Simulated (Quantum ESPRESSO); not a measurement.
Crystal: MoS2.

```
CELL_PARAMETERS angstrom
3.16900 0.00000 0.00000
-1.58450 2.74443 0.00000
0.00000 0.00000 12.32400
ATOMIC_POSITIONS crystal
Mo 0.66667 0.33333 0.75000
Mo 0.33333 0.66667 0.25000
S 0.66667 0.33333 0.37700
S 0.33333 0.66667 0.87700
S 0.66667 0.33333 0.12300
S 0.33333 0.66667 0.62300
```

Base run:

* Program: Quantum ESPRESSO 7.5
* Functional: LDA
* Potentials or basis: GBRV 1.5 LDA
* Cutoff: 612 eV
* Density cutoff: 4898 eV
* k mesh: 10 × 10 × 3
* Occupations: fermi-dirac, width 0.05 eV
* Spin: no spin polarisation

Its results: band gap on the k mesh 0.85 eV, indirect (least direct gap 1.86 eV); pressure -5.8 GPa; largest force 0.476 eV/Å.

Question: The run is repeated on the same cell with these changes: functional from LDA to PBEsol; potentials or basis from GBRV 1.5 LDA to GBRV 1.5 PBEsol. What comes out?

Answer: Band gap on the k mesh 0.88 eV, indirect (least direct gap 1.87 eV); pressure -3.3 GPa; largest force 0.329 eV/Å.

Caveats: some levels on the path didn't converge; this functional lacks dispersion, which binds the layers, so the pressure and a relaxed spacing across them are unreliable (some runs).

A k mesh can miss the band edges.
